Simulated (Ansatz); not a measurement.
Born–Oppenheimer molecular dynamics of a periodic cell of 24 atoms, CaF2 (surface CaF2(001)). It goes on from the last frame of an earlier run, with new velocities.

The calculation used DFT PBE, scalar-relativistic, plane waves, PAW in Ansatz 0.2.0. Settings: accuracy low, PAW set soft_1, cutoff 420 eV, k mesh 2x2x1, fermi-dirac smearing 0.05 eV, no spin polarisation.

```yaml
ensemble: NVT, Langevin thermostat
time_step: 3 fs
steps_asked: 210
set_temperature: 450 K
friction: 0.02 /fs
atoms_held: 1, 5, 6, 8, 9, 10
seed: 489930
```

First frame:

```xyz
24
Lattice="5.3604 0.0000 0.0000 0.0000 5.3604 0.0000 0.0000 0.0000 22.3807" Properties=species:S:1:pos:R:3
Ca 0.000 0.000 1.000
F 1.371 3.684 5.462
F 0.677 0.813 5.036
Ca -0.149 2.605 4.180
F 1.340 1.340 2.340
F 1.340 4.020 2.340
Ca 2.531 -0.171 4.335
F 4.020 4.020 2.340
F 4.020 1.340 2.340
Ca 2.680 2.680 1.000
F 3.430 1.682 4.883
F 4.011 4.243 5.593
Ca 0.138 -0.161 7.213
F 1.567 3.548 11.710
F 0.926 0.795 10.286
Ca -0.021 2.831 10.191
F 2.448 0.381 7.304
F 1.471 3.693 8.535
Ca 2.735 -0.390 10.384
F 4.087 4.091 8.757
F 4.989 1.924 7.540
Ca 2.768 2.685 7.047
F 3.680 1.414 10.642
F 4.201 4.004 11.885
```

**Question.** What does the run give?

**Answer.** The run went to its last step.

```json
{"steps done": "210", "time covered": "630 fs", "mean temperature over the second half": "387 K", "spread of the potential energy over the second half": "5.2 meV per atom", "mean potential energy of the second half above the start": "-15.1 meV per atom"}
```

The mean temperature of the second half is 14 % below the set value. A run of 0.63 ps of so small a system gives no equilibrium averages. Limits of this set-up: coarse k mesh, slab without dipole correction, low accuracy level.

**Question.** What happens to the structure?

**Answer.** Mean squared displacements from the first frame to the last: Ca 0.13 Å², F 0.22 Å². The details hang on the random start.

**Question.** How do temperature and energy run in time?

**Answer.** 
```tsv
time (fs)	T (K)	potential energy less start (eV)
0	450	0.000
51	355	0.099
102	417	-0.300
153	351	-0.309
204	423	-0.309
255	352	-0.233
306	472	-0.499
357	349	-0.363
408	361	-0.429
459	479	-0.400
510	323	-0.167
561	383	-0.284
612	394	-0.237
```

Time of the run: 37 min on 2 threads of Arm Neoverse V1 (shared host), peak memory 1.2 GiB.
